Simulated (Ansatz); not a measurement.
The cell is SiO2 (Imma) from a database structure; cell and atoms were relaxed with r2SCAN. Space group Imma (No. 74), orthorhombic; a = 5.248 Å, b = 9.507 Å, c = 8.901 Å in the conventional setting, 18.50 Å³ an atom. Si has 4 O at 1.60–1.61 Å; O has 2 Si at 1.61 Å; O has 2 Si at 1.60 Å.

```yaml
crystal:
  lattice:
    - [-2.62375, 4.75349, 4.45067]
    - [2.62375, -4.75349, 4.45067]
    - [2.62375, 4.75349, -4.45067]
  atoms:
    - { symbol: Si, position: [0.92774, 0.84423, 0.08352] }
    - { symbol: Si, position: [0.73929, 0.15577, 0.58352] }
    - { symbol: Si, position: [0.07226, 0.15577, 0.91648] }
    - { symbol: Si, position: [0.26071, 0.84423, 0.41648] }
    - { symbol: O, position: [0.12815, 0.87815, 0.25000] }
    - { symbol: O, position: [0.87185, 0.12185, 0.75000] }
    - { symbol: O, position: [0.79068, 0.50000, 0.79068] }
    - { symbol: O, position: [0.20932, 0.00000, 0.70932] }
    - { symbol: O, position: [0.20932, 0.50000, 0.20932] }
    - { symbol: O, position: [0.79068, 0.00000, 0.29068] }
    - { symbol: O, position: [0.00000, 0.00000, 0.00000] }
    - { symbol: O, position: [0.50000, 0.00000, 0.50000] }
```

3 runs of the PAW code Ansatz on this cell differ in the functional (and in the settings that go with it). Levels are in eV from each run's valence top; v1 is the last filled band, c1 the first empty one.

Run A, mean stress +3.4 GPa (compression positive):

| point | v2 | v1 | c1 | c2 |
| --- | --- | --- | --- | --- |
| Γ | -0.43 | 0.00 | 5.48 | 8.51 |
| X | -0.23 | -0.02 | 7.51 | 7.51 |
| F₀ | -0.49 | -0.19 | 8.03 | 8.20 |

Run B, mean stress -0.2 GPa (compression positive):

| point | v2 | v1 | c1 | c2 |
| --- | --- | --- | --- | --- |
| Γ | -0.45 | 0.00 | 7.17 | 10.14 |
| X | -0.24 | -0.02 | 9.19 | 9.38 |
| F₀ | -0.52 | -0.20 | 9.64 | 9.83 |

Run C, mean stress 0.0 GPa (compression positive):

| point | v2 | v1 | c1 | c2 |
| --- | --- | --- | --- | --- |
| Γ | -0.44 | 0.00 | 6.17 | 9.12 |
| X | -0.24 | -0.02 | 8.14 | 8.33 |
| F₀ | -0.50 | -0.20 | 8.69 | 8.81 |

Question: Match the runs to PBE, r2SCAN, HSE06.

Answer: A is PBE, B is HSE06, C is r2SCAN. In order of the gap: PBE 5.48, r2SCAN 6.17, HSE06 7.17 eV.

(Simulation; spin polarisation is off.)

The program warns that its thresholds are loose for a hybrid's stress.
